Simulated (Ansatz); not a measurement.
# Pb (simple hexagonal type): how the settings move a relaxation

How sensitive is a relaxation of Pb (simple hexagonal type) to its settings? A reference run comes first, then one run with altered input.

Computed with Ansatz 0.2.0 (reference: DFT, PBE, PAW with Ansatz's default frozen-core files, scalar-relativistic, unless a step's input says otherwise).

**1. The system as given**

It takes space group P6/mmm (No. 191, hexagonal). Conventional cell: a = 2.713 Å, b = 2.713 Å, c = 2.597 Å, α = 90.00°, β = 90.00°, γ = 120.00°. Pb (site symmetry 6/mmm) has 8 Pb at 2.60 to 2.71 Å in its first shell of neighbours.

Structure file:

```
Pb
1.0
     2.71305    0.00000    0.00000
    -1.35652    2.34957    0.00000
     0.00000    0.00000    2.59660
Pb
1
Direct
  0.00000 0.00000 0.00000
```

**2. Baseline**

File input.yaml:

```yaml
crystal:
  lattice:
    - [2.7130496928, 0.0, 0.0]
    - [-1.3565248464, 2.3495699556, 0.0]
    - [0.0, 0.0, 2.5965995646]
  atoms:
    - { symbol: Pb, position: [0.0, 0.0, 0.0] }
kpoints:
  mp_grid: { grid: [13, 13, 12] }
scf:
  occupations: { method: fermi_dirac, width: 0.1 }
hamiltonian:
  xc: pbe
  pseudopotentials: { kind: paw }
output:
  forces: true
  stress: true
  write_density: true
  write_potential: true
  elf: true
  volumetric_format: npy
relax:
  f_tol: 0.005
  max_steps: 30
  cell: { stress_tol: 0.53, fix: [volume] }
```

Started as:

```
$ ansatz run input.yaml --threads 1 --pin off --max-ram 2048MiB --backend cpu --events-out ev --progress --plain --runs-dir out
```

**3. Changing settings: eigensolver.kind davidson, xc_grid 2, basis.precision f64**

input.yaml: that of step 2 with these lines changed.

```diff
@@ -11,2 +11,3 @@
   occupations: { method: fermi_dirac, width: 0.1 }
+  eigensolver: { kind: davidson }
 hamiltonian:
@@ -17,6 +18,2 @@
   stress: true
-  write_density: true
-  write_potential: true
-  elf: true
-  volumetric_format: npy
 relax:
@@ -25 +22,4 @@
   cell: { stress_tol: 0.53, fix: [volume] }
+basis:
+  xc_grid: 2
+  precision: f64
```

Q: Predict the outcome of this session. Wanted: for each run, ending; energy change; pressure; gap; force.

**Answer**, as computed:

```
                                                         run     ending  energy change  pressure (GPa)  gap (eV)  force (eV/Å)  cycles   time
                                                   reference  converged              0           144.3      0.00          0.00      20  9.5 s
1: eigensolver.kind davidson, xc_grid 2, basis.precision f64  converged   0.0 meV/atom           144.3      0.00          0.00      18  7.1 s
```

Times don't compare one to one where runs were asked for different outputs or read a saved state (see the inputs); cycles may leave out searches for a lower state.

**Reading.** With the changed solver and arithmetic precision the energy agrees within 0.5 meV/atom. The structure is not at rest: the sound run finds 144 GPa, so these are no properties of the relaxed crystal. 
